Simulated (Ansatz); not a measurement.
Crystal: TiCo.

```
Co Ti
1.0
     2.98611    0.00000    0.00000
     0.00000    2.98611    0.00000
     0.00000    0.00000    2.98611
Co Ti
1 1
Direct
  0.50000 0.50000 0.50000
  0.00000 0.00000 0.00000
```

The cell comes from a database or a generator and needn't be the stable form of this composition.

```yaml
Program: Ansatz 0.2.0
Task: relaxation of cell and atoms
Functional: PBEsol
Dispersion: D4
Potentials_or_basis: Ansatz PAW
Cutoff: "420 eV (not typed: the program's choice for these potentials)"
k_mesh: 9 × 9 × 9
Occupations: fermi-dirac, width 0.05 eV
Spin: collinear spin, ferromagnetic start
Starting_moments: "[2.0, 1.0] μB"
```

At the start: volume 13.31 Å³/atom.

Problem. Where does the relaxation end?

Solution. It ends after 4 steps and the volume is 12.53 Å³/atom (-5.9 %); space group Pm-3m (No. 221, to 0.05 Å); moment 0.59 μB per cell.

The path:
```tsv
step	energy change (eV)	largest force (eV/Å)	volume (Å³)
1	0.0000	0.0000	26.63
2	-0.0530	0.0000	25.10
3	-0.0530	0.0000	25.07
4	-0.0524	0.0000	25.07
```

Final structure:
```yaml
crystal:
  lattice:
    - [2.92656, 0.00000, 0.00000]
    - [0.00000, 2.92656, 0.00000]
    - [0.00000, 0.00000, 2.92656]
  atoms:
    - { symbol: Co, position: [0.50000, 0.50000, 0.50000] }
    - { symbol: Ti, position: [0.00000, 0.00000, 0.00000] }
```

Caveat: the plane-wave basis is chosen anew once the cell has moved, so the energies of steps on either side of that aren't comparable; the PAW data sets come from PBE, with cores solved anew for the run's functional, which leaves a small shift of forces and pressure.
